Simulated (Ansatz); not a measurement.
Sb, DFT, LDA, PAW with Ansatz's default frozen-core files, scalar-relativistic (Ansatz 0.2.0), run on 1 thread of AMD EPYC 7R43 64-Core Processor (Zen 3) on a shared host.

The cell is COD entry 9013008, as deposited and not checked against the literature; nothing was relaxed. The listed cell was then made from it by scaling, straining or moving an atom.

Command: `ansatz run input.yaml --threads 1 --pin off --max-ram 2048MiB --backend cpu --events-out ev --progress --plain --runs-dir out`

```yaml
crystal:
  lattice:
    - [3.2015837161, 0.0, 0.0]
    - [0.0, 3.2015837161, 0.0]
    - [0.0, 0.0, 3.2015837161]
  atoms:
    - { symbol: Sb, position: [0.0, 0.0, 0.0] }
kpoints:
  mp_grid: { grid: [13, 13, 13] }
scf:
  occupations: { method: fermi_dirac, width: 0.05 }
hamiltonian:
  xc: lda
  pseudopotentials: { kind: paw }
output:
  forces: true
  stress: true
  eigenvalues: true
  efg: { contact_densities: true }
```

Task: How large is the problem that the program sets up?

Result: 84 irreducible k-points, 619 plane waves at Γ, 12 bands.

Task: About how long does it take, and how much memory does it use?

Result: 6.2 s of wall time for 6 SCF iterations, with a peak of 0.39 GiB. Times on shared machines scatter by tens of per cent.

Task: And the same cell and mesh by full-potential LAPW, asked for forces, stress, eigenvalues, on the same hardware?

Result: 9.7 s, peak memory 0.3 GiB.
